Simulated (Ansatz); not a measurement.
# Ta (P6_3/mmc) in Ansatz: notebook

The runs below take Ta through single point, equation of state, with r2SCAN.

Program: Ansatz 0.2.0. These are calculated values, not measurements. Logs are shortened: lines on timing, memory, paths and dates and some standing lists are left out, and cuts for length are marked.

## Step 1: The structure

Symmetry: P6_3/mmc, No. 194, hexagonal system. The conventional cell has a = 2.900 Å, b = 2.900 Å, c = 5.166 Å, α = 90.00°, β = 90.00°, γ = 120.00°. Around Ta (site symmetry -6m2) lie 12 Ta at 2.90 to 3.08 Å.

This isn't the form of Ta at room conditions, which is bcc.

## Step 2: Single point, r2SCAN, 17.69 Å³/atom (volume scaled by 0.94)

Contents of input.yaml:

```yaml
crystal:
  lattice:
    - [2.8411641924, 0.0, 0.0]
    - [-1.4205820962, 2.460520367, 0.0]
    - [0.0, 0.0, 5.0608102442]
  atoms:
    - { symbol: Ta, position: [0.3333333333, 0.6666666667, 0.25] }
    - { symbol: Ta, position: [0.6666666667, 0.3333333333, 0.75] }
hamiltonian:
  xc: r2scan
  pseudopotentials: { kind: paw }
kpoints:
  mp_grid: { grid: [11, 11, 5] }
scf:
  occupations: { method: fermi_dirac, width: 0.05 }
output:
  forces: true
  stress: true
  eigenvalues: true
```

Potentials or basis: Ansatz PAW.

The run is started by

```bash
ansatz run input.yaml --threads 2 --pin off --max-ram 5632MiB --backend cpu --events-out ev --progress --plain --runs-dir out
```

Log:

```text
Warning: RAYON_NUM_THREADS=2 ignored (pool sized by the plan → 2); use --threads N
Engine: ansatz 0.2.0, x86_64-unknown-linux-gnu
Pseudopotentials: kind: paw
Pseudopotential: Ta, paw, valence charge 13, recommended cutoff 500 eV (meta_gga), Ta.paw.azcp
Functional definition: r2SCAN
  parameter k0 = 0.174
  parameter k1 = 0.065
  parameter a1 = 4.9479
  exchange = r2scan_x(k0 = k0, k1 = k1, a1 = a1)
  correlation = r2scan_c
Crystal: 2 atoms, lattice volume = 35.379 Å³
Basis set: ecut = 500 eV, 895 PW (Γ), exchange–correlation on 96×96×160 points (64 copies of the dense FFT grid, shifted against one another)
Bands: 17, of which v1, the nominal top of the filled ones, is band 13 counted from 1 (12 counted from 0)
Symmetry: 24 space group operations
Space group: P63/mmc (ITA 194), of the structure as read, at distance tolerance 3.3e-5 Å
k-points: 48 of 605
Non-local potential: Ta, projectors of the file, l = 0: 3, l = 1: 2, l = 2: 2, l = 3: 1
PAW form: soft (Blöchl's): semilocal exchange-correlation on the pseudo side does not see the compensation charge
PAW frozen core: Ta, regenerated for the run's functional (the file was generated under x = pbe(κ = 0.804, μ = 0.2195149727645171), c = pbe(β = 0.06672455060314922))
PAW one-centre angular grid: Ta, 590 points (default); XC on 160 Gauss nodes
Initial density: superposition of atomic densities (neutral atoms: chi_scale 0, normalization atom), corrected by the library's trained network
Initial wavefunctions: pseudopotential atomic-orbital guess
Functional: x = r2scan, c = r2scan; τ floored in thin density (d = 2e-4 eV/Å³)
SCF iter   1: F=—  HF=-19887.967677 eV  |F-HF|=—  |Δ(HF+E_count)|=         —  Δρ=8.94e-3  dr2=1.48e-2  dr2_τ=3.57e-2  ethr=1.77e-3  ⟨swp⟩=5.7  Hψ=4083  notcnv=0
preconditioner: auto → Kerker (q_TF=auto, 2.592 Å⁻¹)  [metal: Δε(μ)=0.042 eV  Ē_g=5.081 eV  σ=0.050 eV  W_gap=0.20  n_scr=10 (ndim 8)  ℏωp=19.7 eV  f_vac=0.000  D(μ)=2.01/eV (n_scr^D=22)]
SCF iter   2: F=—  HF=-19888.004375 eV  |F-HF|=—  |Δ(HF+E_count)|=   3.67e-2  Δρ=5.70e-3  dr2=6.00e-3  dr2_τ=5.52e-4  ethr=5.68e-5  ⟨swp⟩=2.0  Hψ=1631  notcnv=0
SCF iter   3: F=—  HF=-19888.005286 eV  |F-HF|=—  |Δ(HF+E_count)|=   9.10e-4  Δρ=7.23e-4  dr2=1.25e-4  dr2_τ=3.07e-5  ethr=2.31e-5  ⟨swp⟩=2.0  Hψ=1070  notcnv=0
SCF iter   4: F=—  HF=-19888.005323 eV  |F-HF|=—  |Δ(HF+E_count)|=   3.77e-5  Δρ=2.98e-4  dr2=2.19e-5  dr2_τ=1.34e-6  ethr=4.79e-7  ⟨swp⟩=2.6  Hψ=1372  notcnv=0
SCF iter   5: F=—  HF=-19888.005328 eV  |F-HF|=—  |Δ(HF+E_count)|=   4.30e-6  Δρ=6.28e-5  dr2=7.15e-7  dr2_τ=1.13e-7  ethr=8.44e-8  ⟨swp⟩=2.5  Hψ=1072  notcnv=0
SCF iter   6: F=-19888.005328 eV  HF=-19888.005328 eV  |F-HF|=4.56e-8  |Δ(HF+E_count)|=   5.12e-7  Δρ=1.71e-5  dr2=4.99e-8  dr2_τ=5.14e-9  ethr=3.85e-10  ⟨swp⟩=6.0  Hψ=3801  notcnv=0
SCF 1 converged in 6 iterations: F = -19888.005328 eV  dr2 = 4.99e-8
SCF converged after 6 iterations
Free energy (F): -19888.005328 eV
Harris-Foulkes:  -19888.005328 eV  (|F-HF|=4.56e-8)
Internal energy: -19887.988073 eV  (E = F + TS)
E sigma→0 (E₀):  -19887.996701 eV
Entropy (-TS):   -0.017255 eV (-8.628 meV/atom)
Fermi energy:    19.399051 eV
--- Per-component energies (eV) ---
  E_band       = -220.957625
  E_kinetic    = 736.569107
  E_local      = -1082.905561  (includes V_loc(G=0)·N_el)
  E_nonlocal   = 30.958636
  E_hartree    = 379.185764
  E_xc         = -409.511644
  E_vxc        = -445.206908  (∫ρ·V_xc dr)
  E_paw        = -16846.355370  (= ΣΔE_a)
  E_vpaw       = -241.299742  (= ΣTr[D̂ρ^β])
  E_aug_tail   = 0.000166  (compensation charges beyond the density's cutoff)
  E_vtau       = 22.556469  (kinetic-family band-sum trace: ∫τ·v_τ [+ j·A + Jᵃ·Aᵃ] dr)
  E_ewald      = -2694.416611
  E_core_change = -1.512561  (= ΣΔE_core)
  E_smearing   = -0.017255  (= −TS)
  E_closure    = -0.000000  (closes the sum)
  Σ components = -19888.005328   (vs F -19888.005328, Δ=0.00e0)
--- Forces (eV/Å), atoms counted from 1 ---
  atom   1  Ta    -0.00000000     0.00000000     0.00000000
  atom   2  Ta     0.00000000    -0.00000000    -0.00000000
  max |Σ_I F_I| component: 1.16e-18 eV/Å
--- Stress (GPa, compression-positive) ---
        9.027699       0.000000      -0.000000
        0.000000       9.027699       0.000000
       -0.000000       0.000000       9.713657
  P = ⅓ Tr σ = 9.2564 GPa (92.564 kbar)
--- Band table (eV; the first three rows and the last of 48) ---
  k-point 0: bands = ["-49.9164", "-49.8299", "-16.3705", "-15.3112", "-15.1827", "-15.1827", "-15.0804", "-15.0804", "10.5230", "14.0003", "18.6726", "19.1729", "20.0350", "20.0350", "20.6739", "20.6739", "22.7929"]
  k-point 1: bands = ["-49.9082", "-49.8382", "-16.2754", "-15.4191", "-15.1729", "-15.1729", "-15.0903", "-15.0903", "10.9062", "13.8300", "18.4739", "18.6340", "19.9964", "19.9964", "20.5227", "20.5227", "23.1552"]
  k-point 2: bands = ["-49.8867", "-49.8599", "-16.0208", "-15.6942", "-15.1475", "-15.1475", "-15.1159", "-15.1159", "11.9198", "13.1109", "18.0052", "18.0827", "20.0196", "20.0196", "20.2243", "20.2243", "23.9770"]
  k-point 47: bands = ["-49.7390", "-49.7363", "-16.2478", "-16.2183", "-15.9833", "-15.9192", "-15.5087", "-15.4801", "16.1582", "16.5511", "17.3930", "17.4209", "18.5024", "18.7592", "20.9138", "21.6754", "24.8631"]
```

Run time: 1.5 s. Hardware: 2 threads of Intel Xeon 6975P-C (Granite Rapids), shared host; peak memory 0.43 GiB.

Results:

* Free energy: -19888.0053 eV
* Pressure: 9.3 GPa
* Band gap on the k mesh: none (metal or under the smearing width)

Caveat: the PAW data sets come from PBE, with cores solved anew for the run's functional, which leaves a small shift of forces and pressure.

## Step 3: Single point, r2SCAN, 18.07 Å³/atom (volume scaled by 0.96)

Edit input.yaml of step 2 so:

```diff
@@ -2,5 +2,5 @@
   lattice:
-    - [2.8411641924, 0.0, 0.0]
-    - [-1.4205820962, 2.460520367, 0.0]
-    - [0.0, 0.0, 5.0608102442]
+    - [2.8611730502, 0.0, 0.0]
+    - [-1.4305865251, 2.4778485461, 0.0]
+    - [0.0, 0.0, 5.0964509272]
   atoms:
@@ -19 +19,5 @@
   eigenvalues: true
+  write_density: true
+  write_potential: true
+  elf: true
+  volumetric_format: npy
```

Potentials or basis: Ansatz PAW.

The run is started by

```bash
ansatz run input.yaml --threads 2 --pin off --max-ram 5632MiB --backend cpu --events-out ev --progress --plain --runs-dir out
```

Run time: 2.4 s. Hardware: 2 threads of Intel Xeon 6975P-C (Granite Rapids), shared host; peak memory 0.44 GiB.

It converged, with:

```
Free energy            : -19888.0376 eV
Pressure               : 4.5 GPa
Band gap on the k mesh : none (metal or under the smearing width)
```

Caveat: the PAW data sets come from PBE, with cores solved anew for the run's functional, which leaves a small shift of forces and pressure.

## Step 4: Single point, r2SCAN, 18.44 Å³/atom (volume scaled by 0.98)

Edit input.yaml of step 3 so:

```diff
@@ -2,5 +2,5 @@
   lattice:
-    - [2.8611730502, 0.0, 0.0]
-    - [-1.4305865251, 2.4778485461, 0.0]
-    - [0.0, 0.0, 5.0964509272]
+    - [2.8809059017, 0.0, 0.0]
+    - [-1.4404529508, 2.4949376968, 0.0]
+    - [0.0, 0.0, 5.1315999754]
   atoms:
```

The run is started by

```bash
ansatz run input.yaml --threads 2 --pin off --max-ram 5632MiB --backend cpu --events-out ev --progress --plain --runs-dir out
```

Run time: 2.2 s. Hardware: 2 threads of Intel Xeon 6975P-C (Granite Rapids), shared host; peak memory 0.44 GiB.

Results (log left out):

```yaml
Free_energy: -19888.0487 eV
Pressure: 0.3 GPa
Band_gap_on_the_k_mesh: none (metal or under the smearing width)
```

Caveat: the PAW data sets come from PBE, with cores solved anew for the run's functional, which leaves a small shift of forces and pressure.

## Step 5: Single point, r2SCAN, 18.82 Å³/atom

Edit input.yaml of step 4 so:

```diff
@@ -2,5 +2,5 @@
   lattice:
-    - [2.8809059017, 0.0, 0.0]
-    - [-1.4404529508, 2.4949376968, 0.0]
-    - [0.0, 0.0, 5.1315999754]
+    - [2.9003720726, 0.0, 0.0]
+    - [-1.4501860363, 2.5117958953, 0.0]
+    - [0.0, 0.0, 5.166274]
   atoms:
```

The run is started by

```bash
ansatz run input.yaml --threads 2 --pin off --max-ram 5632MiB --backend cpu --events-out ev --progress --plain --runs-dir out
```

It took 2 s on 2 threads of Intel Xeon 6975P-C (Granite Rapids), shared host; peak memory 0.44 GiB.

Results (log left out):

```yaml
Free_energy: -19888.0407 eV
Pressure: -3.6 GPa
Band_gap_on_the_k_mesh: none (metal or under the smearing width)
```

Caveat: the PAW data sets come from PBE, with cores solved anew for the run's functional, which leaves a small shift of forces and pressure.

## Step 6: Single point, r2SCAN, 19.19 Å³/atom (volume scaled by 1.02)

Edit input.yaml of step 5 so:

```diff
@@ -2,5 +2,5 @@
   lattice:
-    - [2.9003720726, 0.0, 0.0]
-    - [-1.4501860363, 2.5117958953, 0.0]
-    - [0.0, 0.0, 5.166274]
+    - [2.9195803945, 0.0, 0.0]
+    - [-1.4597901972, 2.52843079, 0.0]
+    - [0.0, 0.0, 5.2004887322]
   atoms:
@@ -19,5 +19 @@
   eigenvalues: true
-  write_density: true
-  write_potential: true
-  elf: true
-  volumetric_format: npy
```

Potentials or basis: Ansatz PAW.

The run is started by

```bash
ansatz run input.yaml --threads 2 --pin off --max-ram 5632MiB --backend cpu --events-out ev --progress --plain --runs-dir out
```

Run time: 1.6 s. Hardware: 2 threads of Intel Xeon 6975P-C (Granite Rapids), shared host; peak memory 0.45 GiB.

Results (log left out):

| Item | Value |
| --- | --- |
| Free energy | -19888.0154 eV |
| Pressure | -7.1 GPa |
| Band gap on the k mesh | none (metal or under the smearing width) |

Caveat: the PAW data sets come from PBE, with cores solved anew for the run's functional, which leaves a small shift of forces and pressure.

## Step 7: Single point, r2SCAN, 19.57 Å³/atom (volume scaled by 1.04)

Edit input.yaml of step 6 so:

```diff
@@ -2,5 +2,5 @@
   lattice:
-    - [2.9195803945, 0.0, 0.0]
-    - [-1.4597901972, 2.52843079, 0.0]
-    - [0.0, 0.0, 5.2004887322]
+    - [2.9385392399, 0.0, 0.0]
+    - [-1.46926962, 2.5448496318, 0.0]
+    - [0.0, 0.0, 5.2342590858]
   atoms:
```

The run is started by

```bash
ansatz run input.yaml --threads 2 --pin off --max-ram 5632MiB --backend cpu --events-out ev --progress --plain --runs-dir out
```

Wall time 1.4 s (2 threads of Intel Xeon 6975P-C (Granite Rapids), shared host); peak memory 0.45 GiB.

Results (log left out):

| Item | Value |
| --- | --- |
| Free energy | -19887.9743 eV |
| Pressure | -10.3 GPa |
| Band gap on the k mesh | none (metal or under the smearing width) |

Caveat: the PAW data sets come from PBE, with cores solved anew for the run's functional, which leaves a small shift of forces and pressure.

## Step 8: Single point, r2SCAN, 19.95 Å³/atom (volume scaled by 1.06)

Edit input.yaml of step 7 so:

```diff
@@ -2,5 +2,5 @@
   lattice:
-    - [2.9385392399, 0.0, 0.0]
-    - [-1.46926962, 2.5448496318, 0.0]
-    - [0.0, 0.0, 5.2342590858]
+    - [2.957256555, 0.0, 0.0]
+    - [-1.4786282775, 2.5610593022, 0.0]
+    - [0.0, 0.0, 5.2675992145]
   atoms:
```

The run is started by

```bash
ansatz run input.yaml --threads 2 --pin off --max-ram 5632MiB --backend cpu --events-out ev --progress --plain --runs-dir out
```

Wall time 1.5 s (2 threads of Intel Xeon 6975P-C (Granite Rapids), shared host); peak memory 0.46 GiB.

Results (log left out):

```yaml
Free_energy: -19887.9189 eV
Pressure: -13.2 GPa
Band_gap_on_the_k_mesh: none (metal or under the smearing width)
```

Caveat: the PAW data sets come from PBE, with cores solved anew for the run's functional, which leaves a small shift of forces and pressure.

## Step 9: Equation of state, r2SCAN

Potentials or basis: Ansatz PAW.

This step only gathers the single runs of the series.

Results:

```yaml
Equilibrium_volume: 18.47 Å³/atom
Bulk_modulus_at_fixed_shape_and_positions: 198 GPa
Pressure_derivative_of_the_bulk_modulus: 3.8
```

Energy against volume, from the lowest point:
| volume (Å³/atom) | energy (meV/atom) |
| --- | --- |
| 17.689 | 21.69 |
| 18.066 | 5.57 |
| 18.442 | 0.00 |
| 18.819 | 4.00 |
| 19.195 | 16.66 |
| 19.571 | 37.21 |
| 19.948 | 64.90 |

Caveat: the cell was scaled at fixed shape and fractional positions, which overstates the stiffness of a crystal with free parameters, most of all of layers and chains; the PAW data sets were made with another functional, which shifts forces and pressure a little. Spin-orbit coupling is left out, which matters for the levels of Ta.
